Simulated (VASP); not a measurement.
Here is a VASP 6.6.1 calculation.

File INCAR:

```
PREC = Accurate ; ENCUT = 600
EDIFF = 1E-6 ; ISMEAR = 1
SIGMA = 0.1 ; LREAL = False
LASPH = True ; NELM = 120
ALGO = Fast ; ISIF = 3
LWAVE = False ; LCHARG = False
GGA = PE ; IVDW = 12
IBRION = 2 ; NSW = 40
EDIFFG = -0.005
```

KPOINTS

```
Automatic mesh
0
Gamma
  18 18 18
```

Contents of POSCAR:

```
VN
1.0
    0.0000000000      2.0400000000      2.0400000000
    2.0400000000      0.0000000000      2.0400000000
    2.0400000000      2.0400000000      0.0000000000
V N
1 1
Direct
    0.0000000000      0.0000000000      0.0000000000
    0.5000000000      0.5000000000      0.5000000000
```

Potentials or basis: VASP PAW PBE potentials, release 64 (V_sv, N).

Command:

```console
$ cat potpaw_PBE.64/V_sv/POTCAR potpaw_PBE.64/N/POTCAR > POTCAR
$ mpirun -np 1 vasp_std > vasp.out
```

(1) What does it give for the space group after relaxing (to 0.05 Å)?

(2) Estimate the dispersion energy per atom.

Results:

(1) Fm-3m (No. 225).

(2) -0.473 eV.

Caveat: the run has no spin polarisation, though such a crystal can be magnetic.
